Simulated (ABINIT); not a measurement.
# SnSe (F-43m) in ABINIT: one-shot levels of the hybrid HSE06 with LDA

Aim: the one-shot levels of the hybrid HSE06 of SnSe with LDA.

Program: ABINIT 10.8.3 (patched build). These are calculated values, not measurements. Logs are shortened: lines on timing, memory, paths and dates and some standing lists are left out, and cuts for length are marked. The log counts tension as positive stress, the text compression.

### Step 1. The cell of the first run

The structure is cubic, space group F-43m (No. 216). Conventional cell: a = 6.871 Å, b = 6.871 Å, c = 6.871 Å, α = 90.00°, β = 90.00°, γ = 90.00°. Around Sn (site symmetry -43m) lie 4 Se at 2.98 Å. Se (site symmetry -43m) is surrounded by 4 Sn at 2.98 Å.

The cell was built by a generator and needn't be a form met in nature.

### Step 2. One-shot levels of the hybrid HSE06, LDA (volume scaled by 1.04)

Input file run.abi:

```
ndtset 3

pp_dirpath "./"
pseudos "Sn.upf, Se.upf"

structure "poscar:POSCAR"
natom 2
chkprim 0
chksymtnons 0
tolsym 1.0e-6

ecut 40.0

kptopt 1
ngkpt 4 4 4
nshiftk 1
shiftk 0.0 0.0 0.0
istwfk *1

ixc 7

occopt 1

nstep 80
diemac 6.0

iomode 3
prteig 0
prtebands 0

nband1 15
tolvrs1 1.0e-12
prtden1 1
prtwf1 0

iscf2 -2
getden2 1
nband2 27
nbdbuf2 4
tolwfr2 1.0e-12
nstep2 120
prtden2 0

optdriver3 4
getwfk3 2
nband3 23
ecutsigx3 40.0
ecutwfn3 40.0
symsigma3 1
gwcalctyp3 15
ixc_sigma3 -428
getden3 1
fftgw3 01
gw_qprange3 -19
```

Input file POSCAR:

```
SnSe
1.0
    0.0000000000      3.4354614328      3.4354614328
    3.4354614328      0.0000000000      3.4354614328
    3.4354614328      3.4354614328      0.0000000000
Sn Se
1 1
Direct
    0.0000000000      0.0000000000      0.0000000000  Sn
    0.7500000000      0.7500000000      0.7500000000  Se
```

Potentials or basis: PseudoDojo NC SR LDA v0.4.1 standard.

Started as:

```bash
> abinit run.abi > log 2>&1
```

run.abo:

```text
.Version 10.8.3 of ABINIT
 DATASET    1 : space group F-4 3 m (#216); Bravais cF (face-center cubic)
================================================================================
 Values of the parameters that define the memory need for DATASET  1.
     intxc =       0    ionmov =       0      iscf =       7    lmnmax =       6
     lnmax =       6     mgfft =      54  mpssoang =       3    mqgrid =    3001
     natom =       2  nloc_mem =       1    nspden =       1   nspinor =       1
    nsppol =       1      nsym =      24    n1xccc =    2501    ntypat =       2
    occopt =       1   xclevel =       1
       mpw =        6652          nfft =      157464          nkpt =           8
================================================================================
================================================================================
[... 13 lines left out ...]
 DATASET    3 : space group F-4 3 m (#216); Bravais cF (face-center cubic)
================================================================================
 Values of the parameters that define the memory need for DATASET  3.
     intxc =       0    ionmov =       0      iscf =       7    lmnmax =       6
     lnmax =       6     mgfft =      54  mpssoang =       3    mqgrid =    3001
     natom =       2  nloc_mem =       1    nspden =       1   nspinor =       1
    nsppol =       1      nsym =      24    n1xccc =    2501    ntypat =       2
    occopt =       1   xclevel =       2
       mpw =        6652          nfft =      157464          nkpt =           8
================================================================================
================================================================================

--------------------------------------------------------------------------------
------------- Echo of variables that govern the present computation ------------
--------------------------------------------------------------------------------
 -outvars: echo values of preprocessed input variables --------
            acell      1.0000000000E+00  1.0000000000E+00  1.0000000000E+00 Bohr
              amu      1.18710000E+02  7.89600000E+01
          chkprim           0
      chksymtnons           0
           diemac      6.00000000E+00
             ecut      4.00000000E+01 Hartree
         ecutsigx1     0.00000000E+00 Hartree
         ecutsigx2     0.00000000E+00 Hartree
         ecutsigx3     4.00000000E+01 Hartree
          ecutwfn1     0.00000000E+00 Hartree
          ecutwfn2     0.00000000E+00 Hartree
          ecutwfn3     4.00000000E+01 Hartree
            fftgw1         21
            fftgw2         21
            fftgw3          1
           getden1          0
           getden2          1
           getden3          1
           getwfk1          0
           getwfk2          0
           getwfk3          2
        gwcalctyp1          0
        gwcalctyp2          0
        gwcalctyp3         15
[... 447 lines left out ...]
                                       Bottom of conduction at :   0.5000  0.5000  0.0000
 SIGMA fundamental parameters:
 Hartree-Fock
 number of plane-waves for SigmaX                 6615
 number of plane-waves for SigmaC and W              1
 number of plane-waves for wavefunctions          6615
 number of bands                                    23
 number of independent spin polarizations            1
 number of spinorial components                      1
 number of k-points in IBZ                           8
 number of q-points in IBZ                           8
 number of symmetry operations                      24
 number of k-points in BZ                           64
 number of q-points in BZ                           64
 number of frequencies for dSigma/dE                 1
 frequency step for dSigma/dE [eV]                0.00
 number of omega for Sigma on real axis              0
 max omega for Sigma on real axis  [eV]           0.00
 zcut for avoiding poles [eV]                     0.10

 matrix elements of self-energy operator (all in [eV])

 Self-Consistent on Energies only

--- !SelfEnergy_ee
iteration_state: {dtset: 3, }
kpoint     : [   0.000,    0.000,    0.000, ]
spin       : 1
KS_gap     :    3.520
QP_gap     :    4.456
Delta_QP_KS:    0.935
data: !SigmaeeData |
     Band     E_DFT   <VxcDFT>   E(N-1)  <Hhartree>   SigX  SigC[E(N-1)]    Z     dSigC/dE  Sig[E(N)]  DeltaE  E(N)_pert E(N)_diago
        1   -45.881   -32.308   -45.881   -39.130    -8.671     0.000     1.000     0.000    -8.671    -1.920   -47.801   -47.802
        2   -45.881   -32.308   -45.881   -39.130    -8.671     0.000     1.000     0.000    -8.671    -1.920   -47.801   -47.802
        3   -45.881   -32.308   -45.881   -39.130    -8.671     0.000     1.000     0.000    -8.671    -1.920   -47.801   -47.801
        4   -45.881   -32.307   -45.881   -39.131    -8.671     0.000     1.000     0.000    -8.671    -1.922   -47.802   -47.801
        5   -45.881   -32.307   -45.881   -39.131    -8.671     0.000     1.000     0.000    -8.671    -1.922   -47.802   -47.801
        6   -19.913   -24.300   -19.913   -14.896    -6.202     0.000     1.000     0.000    -6.202    -1.185   -21.098   -21.098
[... 253 lines left out ...]
       22    10.606    -8.945    10.606    12.350    -0.901     0.000     1.000     0.000    -0.901     0.844    11.450    11.450
       23    13.332    -8.607    13.332    15.032    -0.775     0.000     1.000     0.000    -0.775     0.925    14.257    14.257
...

 New Fermi energy :        6.504957E-02 Ha ,    1.770089E+00 eV
 New Exchange energy :    -3.360977E+00 Ha ,   -9.145685E+01 eV

 === QP Band Gaps ===
  >>>> For spin  1
   Minimum direct gap =   1.2376 [eV], located at k-point      :   0.5000  0.5000  0.0000
   Fundamental gap    =   0.6624 [eV], Top of valence bands at :  -0.2500  0.5000  0.2500
                                       Bottom of conduction at :   0.5000  0.5000  0.0000

 writing QP data on file : runo_DS3_QPS

 Convergence of QP corrections
 >>>>> For spin  1 <<<<<

== END DATASET(S) ==============================================================
================================================================================

 -outvars: echo values of variables after computation  --------
            acell      1.0000000000E+00  1.0000000000E+00  1.0000000000E+00 Bohr
           etotal1    -1.9976135742E+02
           etotal3     0.0000000000E+00
            fcart1     4.8604500036E-31  4.8604500036E-31 -1.4581350011E-30
                      -4.8604500036E-31 -4.8604500036E-31  1.4581350011E-30
            fcart3     0.0000000000E+00  0.0000000000E+00  0.0000000000E+00
                       0.0000000000E+00  0.0000000000E+00  0.0000000000E+00
            rprim      0.0000000000E+00  6.4920812241E+00  6.4920812241E+00
                       6.4920812241E+00  0.0000000000E+00  6.4920812241E+00
                       6.4920812241E+00  6.4920812241E+00  0.0000000000E+00
           strten1     1.2584117101E-04  1.2584117101E-04  1.2584117101E-04
                       0.0000000000E+00  0.0000000000E+00  0.0000000000E+00
           strten3     0.0000000000E+00  0.0000000000E+00  0.0000000000E+00
                       0.0000000000E+00  0.0000000000E+00  0.0000000000E+00
           xangst      0.0000000000E+00  0.0000000000E+00  0.0000000000E+00
                       5.1531921492E+00  5.1531921492E+00  5.1531921492E+00
             xred      0.0000000000E+00  0.0000000000E+00  0.0000000000E+00
                       7.5000000000E-01  7.5000000000E-01  7.5000000000E-01
 Calculation completed.
```

Run time: 3.1 min. Hardware: 1 thread of Intel Xeon 6975P-C (Granite Rapids), shared host; peak memory 0.67 GiB.

Results:

```yaml
Band_gap_on_the_k_mesh: 0.08 eV, indirect (least direct gap 0.67 eV)
Band_gap_of_the_one-shot_hybrid: 0.66 eV
Direct_band_gap_of_the_one-shot_hybrid: 1.24 eV
```

Caveat: Libxc's HSE differs a little from that of other programs; this build's HSE levels may be imprecise; spin-orbit coupling is left out, which moves the levels of the heavy elements.
